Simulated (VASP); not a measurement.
# C (R-3m) in VASP: notebook, part 2 of 2

VASP 6.6.1. The steps go on from the part before.

## Step 4: Single point, LDA

File INCAR:

```
SYSTEM = C
PREC = Low
ENCUT = 460
EDIFF = 1E-6
ISMEAR = 0
SIGMA = 0.05
LREAL = .FALSE.
LASPH = .TRUE.
NELM = 100
ALGO = Normal
ISIF = 2
LWAVE = .FALSE.
LCHARG = .FALSE.
GGA = CA
ADDGRID = .FALSE.
```

File KPOINTS:

```
Automatic mesh
0
G
  5 5 5
  0 0 0
```

File POSCAR:

```
C
1.0
    1.2331880975      0.7119814801      8.2826151019
   -1.2331880975      0.7119814801      8.2826151019
    0.0000000000     -1.4239629601      8.2826151019
C
4
Direct
    0.0871730800      0.0871730800      0.0871730800
    0.7538500600      0.7538500600      0.7538500600
    0.2461499400      0.2461499400      0.2461499400
    0.9128269200      0.9128269200      0.9128269200
```

Potentials or basis: VASP PAW LDA potentials, release 64 (C).

Launch:

```
$ cat potpaw_LDA.64/C/POTCAR > POTCAR
$ mpirun -np 1 vasp_std > vasp.out
```

OUTCAR:

```text
SYSTEM = C
   PREC = Low
   ENCUT = 460
   EDIFF = 1E-6
   ISMEAR = 0
   LREAL = .FALSE.
   LASPH = .TRUE.
   NELM = 100
   ISIF = 2
   GGA = CA

 Found     19 irreducible k-points:

 Following reciprocal coordinates:
            Coordinates               Weight
  0.000000  0.000000  0.000000      1.000000
  0.200000  0.000000  0.000000      6.000000
  0.400000  0.000000  0.000000      6.000000
  0.200000  0.200000  0.000000      6.000000
  0.400000  0.200000  0.000000     12.000000
 -0.400000  0.200000  0.000000     12.000000
   k-points           NKPTS =     19   k-points in BZ     NKDIM =     19   number of bands    NBANDS=     12
   number of dos      NEDOS =    301   number of ions     NIONS =      4
   total plane-waves  NPLWV = 110592
   dimension x,y,z NGX =    48 NGY =   48 NGZ =   48
   dimension x,y,z NGXF=    54 NGYF=   54 NGZF=   54
   ions per type =               4
   NGX,Y,Z   is equivalent  to a cutoff of   9.50,  9.50,  9.50 a.u.
   NGXF,Y,Z  is equivalent  to a cutoff of  10.68, 10.68, 10.68 a.u.
 SYSTEM =  C
   PREC   = low       normal or accurate (medium, high low for compatibility)
   ISTART =      0    job   : 0-new  1-cont  2-samecut
   ICHARG =      2    charge: 1-file 2-atom 10-const
   ISPIN  =      1    spin polarized calculation?
   LNONCOLLINEAR =      F non collinear calculations
   LSORBIT =      F    spin-orbit coupling
   LASPH  =      T    aspherical Exc in radial PAW
   ENCUT  =  460.0 eV  33.81 Ry    5.81 a.u.  14.70 14.70 14.70*2*pi/ulx,y,z
   NELM   =    100;   NELMIN=  2; NELMDL= -5     # of ELM steps
   EDIFF  = 0.1E-05   stopping-criterion for ELM
   LREAL  =      F    real-space projection
   EDIFFG = 0.1E-04   stopping-criterion for IOM
   NSW    =      0    number of steps for IOM
   IBRION =     -1    ionic relax: 0-MD 1-quasi-New 2-CG
   NFREE  =      0    steps in history (QN), initial steepest desc. (CG)
   ISIF   =      2    stress and relaxation
   ISYM   =      2    0-nonsym 1-usesym 2-fastsym
   POTIM  = 0.5000    time-step for ionic-motion
   TEBEG  =    0.0;   TEEND  =   0.0 temperature during run
   PSTRESS=    0.0 pullay stress
   NELECT =      16.0000    total number of electrons
   NUPDOWN=      -1.0000    fix difference up-down
   EMIN   =  10.00;   EMAX   =-10.00  energy-range for DOS
   EFERMI =   0.00;   METHOD = LEGACY
   ISMEAR =     0;   SIGMA  =   0.05  broadening in eV -4-tet -1-fermi 0-gaus
   EFERMI_NEDOS =   21; number of points for ismear=-14 and -15
   IALGO  =     38    algorithm
   IMIX   =      4    mixing-type and parameters
     AMIX     =   0.40;   BMIX     =  1.00
     AMIX_MAG =   1.60;   BMIX_MAG =  1.00
  volume/ion in A,a.u.               =      10.91        73.61
  Fermi-wavevector in a.u.,A,eV,Ry     =   1.171771  2.214325 18.681428  1.373046
  Thomas-Fermi vector in A             =   2.308209
   LORBIT       =      0    0 simple, 1 ext, 2 COOP (PROOUT), +10 PAW based schemes
   GGA     = CA    functional components
   LHFCALC =     F    Hartree Fock is set to
   AEXX    =    0.0000 exact exchange contribution
   IVDW    =     0    specifies the selected vdW correction
   LEPSILON=     F    determine dielectric tensor
   LRPA    =     F    only Hartree local field effects (RPA)
 non-spin polarized calculation
 Gauss-broadening in eV      SIGMA  =   0.05
  energy-cutoff  :      460.00
  volume of cell :       43.63
 maximum number of plane-waves:      1010
   NGX = 29   NGY = 29   NGZ = 29

 number of electron      15.9999988 magnetization

 Free energy of the ion-electron system (eV)
  ---------------------------------------------------
  ext. energy  EPLUGINS =         0.00000000
  ---------------------------------------------------
  free energy    TOTEN  =       -40.32833019 eV

  energy without entropy =      -40.32833019  energy(sigma->0) =      -40.32833019

 E-fermi :   1.7921     XC(G=0):  -9.3615

 val. band max:        1.5174913320   @ k =  -0.4000   0.2000   0.0000
 cond. band min:       3.9703134331   @ k =  -0.4000   0.2000   0.0000
 fundamental gap:      2.4528221010
 Fermi energy:         1.7921485893

 k-point     1 :       0.0000    0.0000    0.0000
  band No.  band energies     occupation
      1     -16.4628      2.00000
      2     -16.4051      2.00000
      3      -5.1036      2.00000
      4      -4.4497      2.00000
      5      -0.1767      2.00000
      6      -0.1767      2.00000
      7      -0.1751      2.00000
      8      -0.1751      2.00000
      9       5.6280      0.00000
     10       9.2391      0.00000
     11      11.1130      0.00000
     12      11.1197      0.00000

 k-point     2 :       0.2000    0.0000    0.0000
  band No.  band energies     occupation
      1     -15.5254      2.00000
      2     -15.4727      2.00000
      3      -3.9648      2.00000
      4      -3.3553      2.00000
      5      -3.2132      2.00000
      6      -3.2041      2.00000
      7      -1.6621      2.00000
      8      -1.6591      2.00000
      9       6.8813      0.00000
     10      10.2189      0.00000
     11      11.0651      0.00000
     12      11.0786      0.00000

 k-point     3 :       0.4000    0.0000    0.0000
  band No.  band energies     occupation
      1     -12.7897      2.00000
      2     -12.7501      2.00000
      3      -8.3498      2.00000
      4      -8.3272      2.00000
      5      -3.3137      2.00000
      6      -3.3104      2.00000
      7      -0.8557      2.00000
      8      -0.4027      2.00000
      9       5.7794      0.00000
     10       6.1721      0.00000
     11      10.3316      0.00000
     12      10.4271      0.00000

 k-point     4 :       0.2000    0.2000    0.0000
  band No.  band energies     occupation
      1     -15.5240      2.00000
      2     -15.4742      2.00000
      3      -3.9482      2.00000
      4      -3.3756      2.00000
      5      -3.2118      2.00000
      6      -3.2055      2.00000
      7      -1.6628      2.00000
      8      -1.6582      2.00000
      9       6.9591      0.00000
     10      10.0332      0.00000
     11      11.0659      0.00000
     12      11.0832      0.00000

 k-point     5 :       0.4000    0.2000    0.0000
  band No.  band energies     occupation
      1     -13.6852      2.00000
      2     -13.6462      2.00000
      3      -5.9491      2.00000
      4      -5.9360      2.00000
      5      -4.5971      2.00000
      6      -4.5871      2.00000
      7      -1.7590      2.00000
      8      -1.3056      2.00000
      9       7.6441      0.00000
     10       7.8184      0.00000
     11       9.5075      0.00000
     12      11.7752      0.00000

 k-point     6 :      -0.4000    0.2000    0.0000
  band No.  band energies     occupation
      1     -10.5881      2.00000
      2     -10.5584      2.00000
      3      -9.7181      2.00000
      4      -9.6935      2.00000
      5      -5.9492      2.00000
      6      -5.9398      2.00000
      7       1.2019      2.00000
      8       1.5175      2.00000
      9       3.9703      0.00000
     10       4.2941      0.00000
     11      13.2454      0.00000
     12      13.6216      0.00000

 [... further k-points ...]

------------------------ aborting loop because EDIFF is reached ----------------------------------------

  FORCE on cell =-STRESS in cart. coord.  units (eV):
  Direction    XX          YY          ZZ          XY          YZ          ZX
  --------------------------------------------------------------------------------------
  -------------------------------------------------------------------------------------
  Total       -2.0606414     -2.0606414     -0.2930824     -0.0000000     -0.0000000     -0.0000000
  in kB      -75.6652100    -75.6652100    -10.7617665     -0.0000000     -0.0000000     -0.0000000
  external PRESSURE =     -54.0307289 kB  Pullay stress =       0.0000000 kB

 VOLUME and BASIS-vectors are now :
 -----------------------------------------------------------------------------
  energy-cutoff  :      460.00
  volume of cell :       43.63
      direct lattice vectors                 reciprocal lattice vectors
     1.233188098  0.711981480  8.282615102     0.405453151  0.234088486  0.040244938
    -1.233188098  0.711981480  8.282615102    -0.405453151  0.234088486  0.040244938
     0.000000000 -1.423962960  8.282615102     0.000000000 -0.468176972  0.040244938

 POSITION                                       TOTAL-FORCE (eV/Angst)
 -----------------------------------------------------------------------------------
      0.00000      0.00000      2.16606         0.000000      0.000000      0.003792
      0.00000      0.00000     18.73155         0.000000     -0.000000     -0.004645
      0.00000      0.00000      6.11630         0.000000      0.000000      0.004645
      0.00000      0.00000     22.68178         0.000000     -0.000000     -0.003792
 -----------------------------------------------------------------------------------
    total drift:                               -0.000000     -0.000000      0.000000

  FREE ENERGIE OF THE ION-ELECTRON SYSTEM (eV)
  ---------------------------------------------------
  free  energy   TOTEN  =       -40.3283301946 eV

  energy  without entropy=      -40.3283301946  energy(sigma->0) =      -40.32833019
```

OSZICAR:

```text
N       E                     dE             d eps       ncg     rms          rms(c)
DAV:   1     0.487546022396E+02    0.48755E+02   -0.75175E+03   456   0.108E+03
DAV:   2    -0.379940860776E+02   -0.86749E+02   -0.77910E+02   648   0.220E+02
DAV:   3    -0.430587974793E+02   -0.50647E+01   -0.50105E+01   568   0.543E+01
DAV:   4    -0.431512269313E+02   -0.92429E-01   -0.92277E-01   592   0.829E+00
DAV:   5    -0.431539668494E+02   -0.27399E-02   -0.27393E-02   568   0.130E+00    0.920E+00
DAV:   6    -0.410303886591E+02    0.21236E+01   -0.20997E+00   524   0.997E+00    0.526E+00
DAV:   7    -0.403257140551E+02    0.70467E+00   -0.23697E+00   532   0.106E+01    0.137E+00
DAV:   8    -0.403287538345E+02   -0.30398E-02   -0.78954E-02   548   0.201E+00    0.166E-01
DAV:   9    -0.403282330491E+02    0.52079E-03   -0.22642E-03   564   0.375E-01    0.963E-02
DAV:  10    -0.403283280542E+02   -0.95005E-04   -0.54821E-04   568   0.154E-01    0.571E-02
DAV:  11    -0.403283288402E+02   -0.78599E-06   -0.17951E-05   576   0.342E-02    0.772E-03
DAV:  12    -0.403283302418E+02   -0.14016E-05   -0.31312E-06   580   0.132E-02    0.411E-03
DAV:  13    -0.403283301946E+02    0.47211E-07   -0.53449E-07   404   0.597E-03
   1 F= -.40328330E+02 E0= -.40328330E+02  d E =-.212865E-15
```

stdout:

```text
POSCAR found type information on POSCAR C
 POSCAR found :  1 types and       4 ions
 scaLAPACK will be used
 LDA part: xc-table for (Slater(with rela. corr.)+CA(PZ))
 , standard interpolation
 POSCAR, INCAR and KPOINTS ok, starting setup
 FFT: planning ... GRIDC
 FFT: planning ... GRID_SOFT
 FFT: planning ... GRID
 WAVECAR not read
 entering main loop
```

Run time: 12 s. Hardware: 1 thread of Intel Xeon 6975P-C (Granite Rapids), shared host; peak memory 0.15 GiB.

These settings aren't checked as converged: the numbers below hold their error.

What came out:

- Free energy: -40.3283 eV
- Pressure: -5.4 GPa
- Largest force: 0.005 eV/Å
- Band gap on the k mesh: 2.45 eV, direct

Caveat: the k mesh is coarse (spacing up to 0.59 Å⁻¹), so the values aren't converged; the cutoff is under 1.25 times the usual one of these potentials, so pressure, stress and relaxed cells hold a basis-set (Pulay) error; an odd mesh through Γ misses points on the zone boundary, where band edges often lie.

## Step 5: Single point, LDA

Changes to INCAR since step 4:

```diff
@@ -1,3 +1,3 @@
 SYSTEM = C
-PREC = Low
+PREC = Normal
 ENCUT = 460
```

KPOINTS is that of step 4.

POSCAR is that of step 4.

Launch:

```
$ cat potpaw_LDA.64/C/POTCAR > POTCAR
$ mpirun -np 1 vasp_std > vasp.out
```

Run time: 13 s. Hardware: 1 thread of Intel Xeon 6975P-C (Granite Rapids), shared host; peak memory 0.22 GiB.

These settings aren't checked as converged: the numbers below hold their error.

Results:

| Item | Value |
| --- | --- |
| Free energy | -40.3281 eV |
| Pressure | -5.4 GPa |
| Largest force | 0.004 eV/Å |
| Band gap on the k mesh | 2.45 eV, direct |

Caveat: the k mesh is coarse (spacing up to 0.59 Å⁻¹), so the values aren't converged; the cutoff is under 1.25 times the usual one of these potentials, so pressure, stress and relaxed cells hold a basis-set (Pulay) error; an odd mesh through Γ misses points on the zone boundary, where band edges often lie.

## Step 6: Single point, LDA

Changes to INCAR since step 5:

```diff
@@ -1,3 +1,3 @@
 SYSTEM = C
-PREC = Normal
+PREC = Accurate
 ENCUT = 460
@@ -6,3 +6,3 @@
 SIGMA = 0.05
-LREAL = .FALSE.
+LREAL = Auto
 LASPH = .TRUE.
```

KPOINTS is that of step 5.

POSCAR is that of step 5.

Potentials or basis: VASP PAW LDA potentials, release 64 (C).

Launch:

```
$ cat potpaw_LDA.64/C/POTCAR > POTCAR
$ mpirun -np 1 vasp_std > vasp.out
```

It took 71 s on 1 thread of Intel Xeon 6975P-C (Granite Rapids), shared host; peak memory 0.32 GiB.

The run converged, but some of its settings lie outside the range that counts as converged, so its numbers aren't taken as properties of the crystal.

Results:

```
Free energy            : -40.3284 eV
Pressure               : -5.4 GPa
Largest force          : 0.004 eV/Å
Band gap on the k mesh : 2.45 eV, direct
```

Caveat: the k mesh is coarse (spacing up to 0.59 Å⁻¹), so the values aren't converged; the cutoff is under 1.25 times the usual one of these potentials, so pressure, stress and relaxed cells hold a basis-set (Pulay) error; an odd mesh through Γ misses points on the zone boundary, where band edges often lie.
